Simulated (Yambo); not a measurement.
**BeS in Yambo: convergence with bands in self energy**

BeS:

```xyz
2
Lattice="0.0000 2.4250 2.4250 2.4250 0.0000 2.4250 2.4250 2.4250 0.0000" Properties=species:S:1:pos:R:3 pbc="T T T"
S     3.6375    3.6375    3.6375
Be    0.0000    0.0000    0.0000
```

- Program: Yambo 5.3.0
- Task: G0W0 quasiparticle levels
- Functional: PBE
- Potentials or basis: PseudoDojo 0.4.1 SR PBE standard
- Cutoff: 1197 eV
- Density cutoff: 4789 eV
- k mesh: 8 × 8 × 8
- Occupations: fixed
- Spin: no spin polarisation
- k mesh of the self-consistent run: 10 × 10 × 10
- Random integration of the Coulomb term: yes
- Direction of the field or of q to 0: x + y + z
- Broadening: 0.1 eV
- States corrected: Γ and the k points of the band edges
- Frequency dependence of W: plasmon pole
- Terminator of the band sum in the self-energy: none
- Quasiparticle equation: linearised (Newton)
- Imaginary frequency of the plasmon-pole fit: 27.2114 eV
- Bands in the response: 205
- Bands in the self-energy: 25
- Cutoff of the response matrix: 6 Ry
- Cutoff of exchange and Vxc: 88 Ry
- Bands corrected (first, last): [3, 7]

These are the settings of the first run; the series varies bands in self energy, with any setting tied to it.

The values tried are 25, 45, 85, 205, loosest first. From which on does the quasiparticle gap at the points computed stay within 0.05 eV of the tightest run that finished?

From 45 on.

```
bands in self energy  quasiparticle gap at the points computed (eV)
                  25                                          4.297
                  45                                          4.337
                  85                                          4.361
                 205                                          4.374
```

The tightest run that finished is the yardstick and may itself not be fully converged.

Caveat, for the tightest run too: this version prints the column dSc/dw multiplied by 27.2.
